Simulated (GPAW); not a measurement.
Runs of GPAW 26.7.0 on C. Symmetry: P6_3/mmc, No. 194, hexagonal system. Conventional cell: a = 2.522 Å, b = 2.522 Å, c = 8.237 Å, α = 90.00°, β = 90.00°, γ = 120.00°. C (site symmetry 3m) has 4 C at 1.54 Å as nearest neighbours. C (site symmetry 3m) has 4 C at 1.54 Å as nearest neighbours. This is a hexagonal form of diamond, not graphite.

```tsv
task	level	potentials or basis	cell	cutoff (eV)	optimizer	fmax	max steps	grid spacing	gap on the mesh (eV)	pressure (GPa)	V0 of scaled cells (Å³/atom)	relaxed volume (Å³/atom)	B0 (GPa)	largest force (eV/Å)
single point	TB-mBJ	GPAW PAW data sets for LDA (gpaw-data 1.2.1), pw	as given	800	-	-	-	-	5.22	-	-	-	-	-
relaxation of cell and atoms	PBEint	PAW data sets generated in the run's folder for this functional, pw	relaxed	800	BFGS	0.02 eV/Å	100	-	4.39	0.1	-	5.65	-	0.01
equation of state	PBE	PAW data sets generated in the run's folder for this functional, pw	as given	800	-	-	-	-	-	-	5.71	-	434	-
relaxation of cell and atoms	rSCAN+D3(BJ)	GPAW PAW data sets (gpaw-data 1.2.1), pw	relaxed	800	LBFGS	0.02 eV/Å	60	-	4.86	0.2	-	(a)	-	0.01
equation of state	PBE	GPAW PAW data sets (gpaw-data 1.2.1), fd	as given	-	-	-	-	0.16 Å	-	-	(b)	-	443	-
```

Alike in all rows: no spin polarisation; k mesh 7 × 7 × 2; smearing fermi-dirac 0.05 eV; the mesh is coarse, so values aren't converged.

Question: Estimate the missing entries.

Answer: (a) 5.57; (b) 5.69.

Caveats: some runs use coarse meshes; an odd mesh through Γ misses points on the zone boundary, where band edges often lie (some runs); the PAW data sets were made with another functional, which shifts forces and pressure a little (some runs); later steps reuse the first step's grids (some runs); the cell was scaled at fixed shape and fractional positions, which overstates the stiffness of a crystal with free parameters, most of all of layers and chains (some runs); a model potential gives levels but no total energy (some runs); the real-space grid adds noise to forces (some runs).

Not every run made on this cell is shown here.
